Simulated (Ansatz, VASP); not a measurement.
BaTiO3: VASP beside Ansatz

```xyz
5
Lattice="3.9841 0.0000 0.0000 0.0000 2.8371 2.8173 0.0000 -2.8371 2.8173" Properties=species:S:1:pos:R:3 pbc="T T T"
Ba    0.0000    0.0000    0.0000
Ti    1.9921    0.0000    2.8619
O     0.0000    0.0000    2.7728
O     1.9921   -1.3936    4.2154
O     1.9921    1.3936    4.2154
```

Change from the starting cell: zz strain of -1 %, crystal datasets.

Alike in both runs: task electric field gradients; functional PBEsol; k mesh 8 × 8 × 8; occupations fermi-dirac, width 0.05 eV; no spin polarisation.

|  | VASP | Ansatz |
| --- | --- | --- |
| version | VASP 6.6.1 | Ansatz 0.2.0 |
| potentials or method | VASP PAW PBE potentials, release 64 (Ba_sv, Ti_sv, O), cutoff 520 eV | all-electron PAW with datasets made for the crystal, scalar-relativistic |

```tsv
	VASP	Ansatz	Ansatz less VASP
pressure (GPa)	-0.8	-2.7	-1.86
largest component of the traceless stress (GPa)	0.91	0.88	-0.029
rms of the force components (eV/Å)	0.080	0.085	+0.0049
Vzz of the field gradient on the site that differs most (V/Å²)	-6.2	-5.8	+0.38
```

Atom by atom the forces differ by 0.009 eV/Å (rms over components). Ansatz ran all-electron here, so the differences hold the error of VASP's frozen core and of both bases. Ansatz warned: «gradients_without_spin_orbit».

Caveats: the PAW data sets were made with another functional, which shifts forces and pressure a little (VASP). A k mesh can miss the band edges.
